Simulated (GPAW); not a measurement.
InSe, 8 atoms in the cell. It takes space group P6_3/mmc (No. 194, hexagonal). The conventional cell has a = 4.050 Å, b = 4.050 Å, c = 16.930 Å, α = 90.00°, β = 90.00°, γ = 120.00°. In (site symmetry 3m) is surrounded by 3 Se at 2.52 Å. Se (site symmetry 3m) is surrounded by 3 In at 2.52 Å. 

```yaml
Program: GPAW 26.7.0
Task: single point
Functional: TB-mBJ
Potentials_or_basis: GPAW PAW data sets for LDA (gpaw-data 1.2.1)
Cutoff: 600 eV
Basis: pw
k_mesh: 6 × 6 × 2
Occupations: fermi-dirac, width 0.05 eV
Spin: no spin polarisation
Maxiter: 150
```

Potentials or basis: GPAW PAW data sets for LDA (gpaw-data 1.2.1), pw.

Command:

```sh
$ OMP_NUM_THREADS=1 python run.py
```

Hardware: 1 thread of Arm Neoverse V2 (shared host).

Task: Estimate the wall time of this run.

Result: It took 8.7 min on 1 thread of Arm Neoverse V2, on a shared host, peak memory 0.53 GiB. Counts: scf iterations 27.
